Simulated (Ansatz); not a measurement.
## Zr3Si2: a sublattice moved along a line

These are results of DFT r2SCAN, scalar-relativistic, plane waves, PAW in Ansatz, not measurements. Cutoff 500 eV, Γ-centred 6×6×10 k-points, Gaussian smearing of 0.15 eV. No spin polarisation. Energies are free energies at this smearing, counted from the undisturbed cell; pressure is positive in compression.

Reference structure (relaxed at this level; it needn't be the usual structure):

```
Zr Si
1.0
     7.10844    0.00000    0.00000
     0.00000    7.10844    0.00000
     0.00000    0.00000    3.70513
Zr Si
6 4
Cartesian
  1.2363 4.7905 1.8526
  5.8722 2.3180 1.8526
  2.3180 1.2363 1.8526
  4.7905 5.8722 1.8526
  0.0000 0.0000 0.0000
  3.5542 3.5542 0.0000
  4.4211 0.8668 0.0000
  2.6874 6.2416 0.0000
  6.2416 4.4211 0.0000
  0.8668 2.6874 0.0000
```

Every Si atom is moved by x along the Cartesian unit vector (0.000, 0.000, 1.000); the cell and all other atoms stay fixed. The cell is metallic on the mesh throughout.

| x (Å) | ΔE (meV/cell) | force along x on the moved atoms (eV/Å) | pressure (GPa) |
| --- | --- | --- | --- |
| -0.1000 | ? | ? | 0.3 |
| -0.0500 | 41.8 | 1.67 | 0.1 |
| 0.0000 | 0.0 | 0.00 | 0.0 |
| 0.0250 | 10.5 | -0.84 | 0.0 |
| 0.0375 | ? | -1.25 | ? |
| 0.0625 | 65.3 | -2.09 | 0.1 |
| 0.0750 | 93.9 | -2.50 | 0.2 |
| 0.0875 | 127.8 | -2.91 | 0.3 |

By symmetry 0.1000 repeats -0.1000, -0.0750 repeats 0.0750, 0.0500 repeats -0.0500, -0.0250 repeats 0.0250 in energy, with the opposite slope along the path.

Problem. Give the withheld values.

Solution. ΔE (meV/cell) at x (Å) = -0.1000: 166.7; force along x on the moved atoms (eV/Å) at x (Å) = -0.1000: 3.32; ΔE (meV/cell) at x (Å) = 0.0375: 23.5; pressure (GPa) at x (Å) = 0.0375: 0.1.